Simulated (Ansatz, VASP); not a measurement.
# One calculation of P, two programs

```
P
1.0
     0.00000    2.44171    2.44171
     2.44171    0.00000    2.44171
     2.44171    2.44171    0.00000
P
2
Cartesian
  -0.6104 -0.6104 -0.6104
  0.6104 0.6104 0.6104
```

Change from the starting cell: volume scaled by 0.76, LAPW.

Alike in both runs: task single point; functional LDA; k mesh 12 × 12 × 12; occupations fermi-dirac, width 0.1 eV; no spin polarisation.

|  | VASP | Ansatz |
| --- | --- | --- |
| version | VASP 6.6.1 | Ansatz 0.2.0 |
| potentials or method | VASP PAW LDA potentials, release 64 (P), cutoff 520 eV | all-electron LAPW, scalar-relativistic |

|  | VASP | Ansatz | Ansatz less VASP |
| --- | --- | --- | --- |
| pressure (GPa) | 23.8 | 24.3 | +0.52 |

Ansatz ran all-electron here, so the differences hold the error of VASP's frozen core and of both bases.

Caveats: so large a pressure means that the cell lies far from this level's equilibrium, or that cutoff or potentials fall short (VASP).
